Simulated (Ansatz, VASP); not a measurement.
**Two plane-wave programs on Be**

```
Be
1.0
     2.02081    0.00000    0.00000
     0.00000    2.02081    0.00000
     0.00000    0.00000    2.66164
Be
1
Direct
  0.00000 0.00000 0.50000
```

The cell was built by a generator and needn't be a form met in nature.

Alike in both runs: task relaxation of cell and atoms; functional LDA; k mesh 13 × 13 × 10; occupations fermi-dirac, width 0.05 eV; no spin polarisation.

```csv
,VASP,Ansatz
version,VASP 6.6.1,Ansatz 0.2.0
potentials or method,"VASP PAW LDA potentials, release 64 (Be)",Ansatz PAW
plane-wave cutoff (eV),600,420
valence electrons in the cell,2,2
```

```tsv
	VASP	Ansatz	Ansatz less VASP
gap on the k mesh at the Fermi level, each at its own relaxed structure (eV)	none	none	-
relaxed volume (Å³/atom)	10.41	10.38	-0.025
relaxed cell length with the largest relative difference (Å)	2.615	2.613	-0.0029
energy change over the relaxation (meV/atom)	-4	-5	-0.5
```

A gap of «none» marks a metal or a gap that the smearing closes.

Caveats: the plane-wave basis is chosen anew once the cell has moved, so the energies of steps on either side of that aren't comparable (Ansatz); the PAW data sets come from PBE, with cores solved anew for the run's functional, which leaves a small shift of forces and pressure (Ansatz).
